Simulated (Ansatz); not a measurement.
# Sb (diamond type): a single-point run

The task is a single-point run on Sb (diamond type). The structure is shown as the input types it.

Computed with Ansatz 0.2.0 (DFT, LDA, all-electron LAPW, scalar-relativistic, unless a step's input says otherwise).

1 further run of the same task is left out (set aside as unsound or not needed).

### Step 1. The starting structure

Symmetry: Fd-3m, No. 227, cubic system. Conventional cell: a = 6.989 Å, b = 6.989 Å, c = 6.989 Å, α = 90.00°, β = 90.00°, γ = 90.00°. Around Sb (site symmetry -43m) lie 4 Sb at 3.03 Å.

Coordinates:

```
Sb
1.0
     0.00000    3.49453    3.49453
     3.49453    0.00000    3.49453
     3.49453    3.49453    0.00000
Sb
2
Direct
  0.00000 0.00000 0.00000
  0.25000 0.25000 0.25000
```

### Step 2. Input and run

The input, input.yaml:

```yaml
crystal:
  lattice:
    - [0.0, 3.4945307669, 3.4945307669]
    - [3.4945307669, 0.0, 3.4945307669]
    - [3.4945307669, 3.4945307669, 0.0]
  atoms:
    - { symbol: Sb, position: [0.0, 0.0, 0.0] }
    - { symbol: Sb, position: [0.25, 0.25, 0.25] }
kpoints:
  mp_grid: { grid: [10, 10, 10] }
  band_path:
    path:
      - [0.0, 0.0, 0.0]
      - [0.5, 0.0, 0.5]
      - [0.625, 0.25, 0.625]
      - [0.375, 0.375, 0.75]
      - [0.0, 0.0, 0.0]
      - [0.5, 0.5, 0.5]
      - [0.5, 0.25, 0.75]
      - [0.5, 0.0, 0.5]
    npoints: 5
scf:
  occupations: { method: fermi_dirac, width: 0.05 }
  max_iter: 60
hamiltonian:
  xc: lda
  pseudopotentials: { kind: all_electron, lapw: { basis_error: 0.001 } }
output:
  forces: true
  stress: true
  eigenvalues: true
magnetization:
  spin_polarized: many
```

Started as:

```sh
> ansatz run input.yaml --threads 1 --pin off --max-ram 2048MiB --backend cpu --events-out ev --progress --plain --runs-dir out
```

**Question.** How will this run end, and is anything wrong with its input?

The program refused the input before any cycle. The line that matters: «line 33 column 19: invalid boolean (strict mode expects true/false)»

Look at the input: magnetization.spin_polarized is many. The key wants another kind of value (number, word, list or true/false) than the one typed.

Fix: delete magnetization.spin_polarized (the default then holds).
